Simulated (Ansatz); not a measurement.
# Si2W: the cost of one run

Program: Ansatz 0.2.0. Level of theory: DFT r2SCAN, scalar-relativistic, plane waves, PAW. These are calculated values, not measurements.

3 further runs of the same task are left out: 3 set aside as unsound or not needed.

**1. The starting structure**

The structure is tetragonal, space group I4/mmm (No. 139). The conventional cell has a = 3.211 Å, b = 3.211 Å, c = 7.805 Å, α = 90.00°, β = 90.00°, γ = 90.00°. Si (site symmetry 4mm) is surrounded by 5 Si at 2.58 to 2.63 Å and 5 W at 2.61 Å. W (site symmetry 4/mmm) is surrounded by 10 Si at 2.61 Å.

Structure file:

```xyz
6
Lattice="0.0000 3.2113 0.0000 1.6056 1.6056 -3.9023 -4.8169 1.6056 -3.9023" Properties=species:S:1:pos:R:3 pbc="T T T"
Si    0.0000    3.2113   -5.1914
Si   -3.2113    3.2113   -5.1914
Si    0.0000    3.2113   -2.6132
Si   -3.2113    3.2113   -2.6132
W     0.0000    0.0000    0.0000
W    -1.6056    1.6056   -3.9023
```

It is built from the cell relaxed beforehand with the same method (13.41 Å³/atom).

**2. The undisturbed cell**

File input.yaml:

```yaml
crystal:
  lattice:
    - [0.0, 3.2112931011, 0.0]
    - [1.6056465505, 1.6056465505, -3.9023080988]
    - [-4.8169396516, 1.6056465505, -3.9023080988]
  atoms:
    - { symbol: Si, position: [0.3348248949, 0.9977626577, 0.3325875526] }
    - { symbol: Si, position: [0.3348248949, 0.4977626577, 0.8325875526] }
    - { symbol: Si, position: [0.6651751051, 0.5022373423, 0.1674124474] }
    - { symbol: Si, position: [0.6651751051, 0.0022373423, 0.6674124474] }
    - { symbol: W, position: [0.0, 0.0, 0.0] }
    - { symbol: W, position: [0.0, 0.5, 0.5] }
basis:
  ecutwfc: 500
kpoints:
  mp_grid: { grid: [12, 12, 12] }
hamiltonian:
  xc: r2scan
scf:
  occupations: { method: gaussian, width: 0.15 }
output:
  forces: true
  stress: true
  eigenvalues: true
  write_density: true
  write_potential: true
  elf: true
  volumetric_format: npy
```

On the command line:

```bash
$ ansatz run input.yaml --threads 2 --pin off --max-ram 5120MiB --backend cpu --events-out ev --progress --plain --runs-dir out
```

Q: Estimate wall time and peak memory on 2 threads of Intel Xeon 6975P-C (Granite Rapids), shared host.

About 36 s, with a peak of 1.3 GiB.
